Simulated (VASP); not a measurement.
# SnSe₂: optical spectrum of independent particles, by functional and spin-orbit coupling

SnSe₂, P-3m1 (no. 164), 3 atoms in the cell.

| Functional | Spin-orbit coupling | ε at zero frequency, electronic | Mean energy of the absorption, weighted by Im ε (eV) | Direct gap on the mesh (eV) | Time (s) |
|---|---|---|---|---|---|
| r2SCAN | no | 10.16 | 5.72 | 1.53 | 22 |
| TB-mBJ | no | 8.73 | 5.98 | 1.88 | 20 |
| RPBE | no | 11.89 | 5.29 | 1.22 | 4.9 |
| TB-mBJ | yes | 8.79 | 5.97 | 1.83 | 88 |

Limits: The 6×6×4 mesh is coarse for a spectrum: peaks stand apart that a denser mesh merges, and ε at zero frequency can be far too high; rows 1, 2, 3: spin-orbit coupling is left out, which can matter with atoms this heavy; the pull between electron and hole is left out; rows 1, 3: the onset follows the functional's gap, which semilocal functionals usually make too small; ε is the mean of a tensor that differs by direction.

## Input of the first row

INCAR:
```
SYSTEM = SnSe2
ALGO = Normal
CSHIFT = 0.1
EDIFF = 1E-7
ENCUT = 280
ISMEAR = 0
KPAR = 4
LASPH = .True.
LCHARG = .False.
LMIXTAU = .True.
LOPTICS = .True.
LWAVE = .True.
METAGGA = R2SCAN
NBANDS = 33
NEDOS = 2000
PREC = Accurate
SIGMA = 0.02
```

KPOINTS:
```
k-points
0
Gamma
  6 6 4
```

POSCAR:
```
SnSe2
1.0
    3.8110000000      0.0000000000      0.0000000000
   -1.9055000000      3.3004228138      0.0000000000
    0.0000000000      0.0000000000      6.1360000000
Sn Se
1 2
Direct
    0.0000000000      0.0000000000      0.0000000000
    0.6666666667      0.3333333333      0.7510000000
    0.3333333333      0.6666666667      0.2490000000
```

Commands:
```
cat potpaw_PBE.64/Sn_d/POTCAR potpaw_PBE.64/Se/POTCAR > POTCAR
mpirun -np 4 vasp_std > vasp.out
```

Changes of row 3 against the first:
```
- METAGGA = R2SCAN
- LMIXTAU = True
+ GGA = RP
```

VASP 6.6.1 took 22 s on 4 cores (Intel Xeon 6975P-C (Granite Rapids)), a shared host.
